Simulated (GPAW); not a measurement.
# FeO in GPAW: convergence with smearing width (eV)

FeO:

```
CELL_PARAMETERS angstrom
2.61247 0.00000 0.00000
0.00000 2.61247 0.00000
0.00000 0.00000 2.61247
ATOMIC_POSITIONS crystal
Fe 0.00000 0.00000 0.00000
O 0.50000 0.50000 0.50000
```

The cell comes from a database or a generator and needn't be the stable form of this composition.

| Quantity | Value |
| --- | --- |
| Program | GPAW 26.7.0 |
| Task | convergence study |
| Functional | RPBE |
| Potentials or basis | the program's PAW data sets (release 1.2.1) made for this functional |
| Cutoff | 800 eV |
| Basis | pw |
| k mesh | 8 × 8 × 8 |
| Occupations | fermi-dirac, width 0.5 eV |
| Spin | collinear spin, ferromagnetic start |
| Starting moments | [3.0, 0.0] μB |

These are the settings of the first run; the series varies smearing width (eV), with any setting tied to it.

Hardware: 1 thread of Arm Neoverse V1, on a shared host.

The values tried are 0.5, 0.3, 0.2, 0.15, 0.1, 0.05, 0.025, 0.01, loosest first. From which on does the energy stay within 1 meV/atom of the tightest run that finished?

From 0.15 on.

```
smearing width (eV)  energy less the tightest run, at zero smearing (meV/atom)  pressure (GPa)  largest site moment (μB)  SCF cycles  CPU time (s)  peak memory (GiB)
                0.5                                                      73.41           15.01                      2.95          12            27               0.16
                0.3                                                      14.61           15.90                      3.32          12            27               0.16
                0.2                                                       1.44           16.40                      3.41          12            26               0.16
               0.15                                                      -0.53           16.71                      3.44          12            26               0.15
                0.1                                                      -0.55           17.07                      3.46          12            25               0.16
               0.05                                                      -0.17           17.36                      3.48          12            26               0.16
              0.025                                                      -0.09           17.40                      3.48          12            26               0.16
               0.01                                                       0.00           17.40                      3.48          12            26               0.16
```

Against the tightest run, the pressure stays within 0.1 GPa from 0.05 on; the largest site moment stays within 0.02 μB from 0.1 on. Narrower smearing needs a denser k mesh, so at a fixed mesh the narrowest width isn't the most accurate. The tightest run that finished is the yardstick and may itself not be fully converged.

Caveat, for the tightest run too: so large a pressure means that the cell lies far from this level's equilibrium, or that cutoff or potentials fall short; a cell with one magnetic atom can't hold antiferromagnetic order, which such compounds often take.
